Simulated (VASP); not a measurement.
## TiN: optical spectrum with PBE

TiN:

```xyz
2
Lattice="0.0000 2.1190 2.1190 2.1190 0.0000 2.1190 2.1190 2.1190 0.0000" Properties=species:S:1:pos:R:3 pbc="T T T"
Ti    0.0000    0.0000    0.0000
N     2.1190    2.1190    2.1190
```

- Program: VASP 6.6.1
- Task: optical spectrum
- Functional: PBE
- Potentials or basis: VASP PAW PBE potentials, release 64 (Ti_sv, N)
- Cutoff: 520 eV
- k mesh: 18 × 18 × 18
- Occupations: gaussian, width 0.02 eV
- Spin: no spin polarisation
- Further INCAR settings: ALGO = Normal; EDIFF = 1e-07; NBANDS = 56

- Pressure: 2.2 GPa
- Band gap on the k mesh: none (metal or under the smearing width)

Levels at points of the mesh, in eV from the Fermi level:
```csv
k point,band 5,band 6,band 7,band 8,band 9,band 10,band 11,band 12,band 13,band 14
"(0.00, 0.00, 0.00)",-17.11,-2.04,-2.04,-2.04,-0.61,-0.61,-0.61,0.59,0.59,5.44
"(0.50, 0.00, 0.00)",-14.65,-8.09,-5.49,-5.49,1.69,1.69,2.37,5.75,5.75,6.09
"(0.50, 0.50, 0.00)",-15.70,-5.83,-3.23,-3.23,-3.07,1.65,2.40,2.40,3.63,10.66
```

Dielectric function (mean over the directions given):
| energy (eV) | real part | imaginary part |
| --- | --- | --- |
| 0.27 | 29.71 | 50.07 |
| 0.91 | 4.45 | 7.57 |
| 1.54 | 5.46 | 2.03 |
| 2.27 | 8.44 | 2.25 |
| 2.91 | 9.75 | 3.39 |
| 3.63 | 7.68 | 6.43 |
| 4.27 | 8.68 | 6.28 |
| 5.00 | 8.39 | 9.78 |
| 5.63 | 4.71 | 10.24 |
| 6.36 | 2.99 | 10.23 |
| 6.99 | -0.13 | 8.38 |
| 7.72 | -0.04 | 9.05 |
| 8.36 | -0.17 | 6.55 |
| 9.08 | -1.90 | 5.41 |
| 9.72 | -2.90 | 4.38 |
| 10.45 | -2.15 | 2.29 |
| 11.08 | -1.22 | 1.16 |
| 11.81 | 0.24 | 1.07 |
| 12.44 | 0.90 | 1.71 |
| 13.17 | 0.63 | 2.12 |
| 13.81 | 0.31 | 2.41 |
| 14.53 | 0.21 | 1.92 |
| 15.17 | 0.25 | 1.16 |
| 15.90 | 0.68 | 1.06 |
| 16.53 | 1.40 | 1.44 |
| 17.26 | 0.90 | 2.68 |
| 17.89 | -0.05 | 1.88 |
| 18.62 | 0.25 | 1.82 |
| 19.26 | -0.05 | 1.82 |
| 19.98 | -0.14 | 1.40 |

Wall time 2.3 min on 1 thread of Intel(R) Xeon(R) Platinum 8488C (Sapphire Rapids), on a shared host, peak memory 0.35 GiB.

Caveat: independent-particle spectra lack excitons; the intraband (Drude) part of a metal's response may be missing.
